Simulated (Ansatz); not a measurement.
Take GeO₂ (space group P3_121, No. 152; a = 5.0935 Å, c = 5.7677 Å) as the base.

The values are results of DFT with PBE, PAW potentials and a 420 eV plane-wave cutoff in Ansatz (a quantum-chemistry and plane-wave program), without spin-orbit coupling, not measurements.

For the base:

```
Item               Result
---------------  --------
Volume per atom  14.40 Å³
```

The change: a hydrostatic pressure of 9 GPa.

How does this affect the volume per atom?

The volume per atom drops by 2.41 Å³ to 11.99 Å³.

Load acts through the strain it causes; cell and atoms are relaxed under it. Stability against distortions was not tested. Competing high-pressure phases were not computed.
